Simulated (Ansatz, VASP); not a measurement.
Two plane-wave programs on P

POSCAR

```
P
1.0
    0.0000000000      3.1559886380      3.1559886380
    3.1559886380      0.0000000000      3.1559886380
    3.1559886380      3.1559886380      0.0000000000
P
2
Direct
    0.5000000000      0.5000000000      0.5000000000
    0.7500000000      0.7500000000      0.7500000000
```

The input INCAR.step1:

```
PREC = Accurate
ENCUT = 520
ISMEAR = 0
SIGMA = 0.1
LREAL = F
LASPH = T
NELM = 100
NBANDS = 12
GGA = PE
ALGO = Normal
EDIFF = 1E-4
LWAVE = T
LCHARG = F
```

INCAR.step2

```
PREC = Accurate
ENCUT = 520
EDIFF = 1E-6
ISMEAR = 0
SIGMA = 0.1
LREAL = F
LASPH = T
NELM = 100
ALGO = Normal
ISIF = 2
LWAVE = F
LCHARG = F
METAGGA = R2SCAN
LMIXTAU = T
NBANDS = 12
ISTART = 1
```

Contents of KPOINTS:

```
Automatic mesh
0
Gamma
  6 6 6
```

Input for Ansatz:

```yaml
crystal:
  lattice:
    - [0.0, 3.155988638, 3.155988638]
    - [3.155988638, 0.0, 3.155988638]
    - [3.155988638, 3.155988638, 0.0]
  atoms:
    - { symbol: P, position: [0.5, 0.5, 0.5] }
    - { symbol: P, position: [0.75, 0.75, 0.75] }
basis:
  ecutwfc: 500
kpoints:
  mp_grid: { grid: [6, 6, 6] }
hamiltonian:
  xc: r2scan
scf:
  occupations: { method: gaussian, width: 0.1 }
  lower_state_search: "off"
output:
  forces: true
  stress: true
  eigenvalues: true
```

Alike in both runs: task single point; functional r2SCAN; k mesh 6 × 6 × 6; occupations gaussian, width 0.1 eV; no spin polarisation.

|  | VASP | Ansatz |
| --- | --- | --- |
| version | VASP 6.6.1 | Ansatz 0.2.0 |
| potentials or method | VASP PAW PBE potentials, release 64 (P) | scalar-relativistic, plane waves, PAW |
| plane-wave cutoff (eV) | 520 | 500 |
| valence electrons in the cell | 10 | 10 |

```csv
,VASP,Ansatz,Ansatz less VASP
gap on the k mesh at the Fermi level (eV),none,none,-
pressure (GPa),-11.1,-11.0,+0.06
```

A gap of «none» marks a metal or a gap that the smearing closes.

Caveats: the PAW data sets were made with another functional, which shifts forces and pressure a little (VASP).
